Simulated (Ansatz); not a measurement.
Crystal: MnSb.

```
Sb Mn
1.0
     0.00000    2.79502    2.79502
     2.79502    0.00000    2.79502
     2.79502    2.79502    0.00000
Sb Mn
1 1
Direct
  0.50000 0.50000 0.50000
  0.00000 0.00000 0.00000
```

The cell comes from a database or a generator and needn't be the stable form of this composition.

Base run:

* Program: Ansatz 0.2.0
* Functional: PBE
* Potentials or basis: Ansatz PAW
* Cutoff: 420 eV (not typed: the program's choice for these potentials)
* k mesh: 8 × 8 × 8
* Occupations: fermi-dirac, width 0.05 eV
* Spin: collinear spin, ferromagnetic start
* Starting moments: [0.0, 4.0] μB

Its results: band gap on the k mesh none (metal or under the smearing width); pressure -0.4 GPa.

The run is repeated on the same cell with these changes: spin from collinear spin, ferromagnetic start to no spin polarisation. What comes out?

Band gap on the k mesh none (metal or under the smearing width); pressure -13.9 GPa.

Caveats: a cell with one magnetic atom can't hold antiferromagnetic order, which such compounds often take (some runs).
